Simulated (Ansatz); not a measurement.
CuO (Tenorite):

```
Cu O
1.0
     2.34465   -1.71340    0.00000
     2.34465    1.71340    0.00000
    -0.86055    0.00000    5.05944
Cu O
2 2
Direct
  0.49680 0.00320 0.50000
  0.00320 0.49680 0.00000
  0.40560 0.57140 0.75370
  0.57140 0.40560 0.25370
```

Base run:

```yaml
Program: Ansatz 0.2.0
Functional: PBEsol
Potentials_or_basis: all-electron LAPW, scalar-relativistic
Cutoff: 426 eV
Density_cutoff: 1705 eV
Basis_error_allowed: 0.002 eV/atom
k_mesh: 10 × 10 × 5
Occupations: fermi-dirac, width 0.05 eV
Spin: no spin polarisation
Hubbard_terms: Cu d U = 4 eV
```

Its results: band gap on the k mesh none (metal or under the smearing width); pressure -0.8 GPa; largest force 0.779 eV/Å.

Question: The run is repeated on the same cell with these changes: hubbard terms from Cu d U = 4 eV to Cu d U = 6 eV. What comes out?

Answer: Band gap on the k mesh none (metal or under the smearing width); pressure 0.4 GPa; largest force 0.807 eV/Å.

Caveats: U is the effective U less J, on atomic orbitals that reach past the spheres; the run has no spin polarisation, though such a crystal can be magnetic; U without spin polarisation on a metal has little footing.

Not every run made on this cell is shown here.
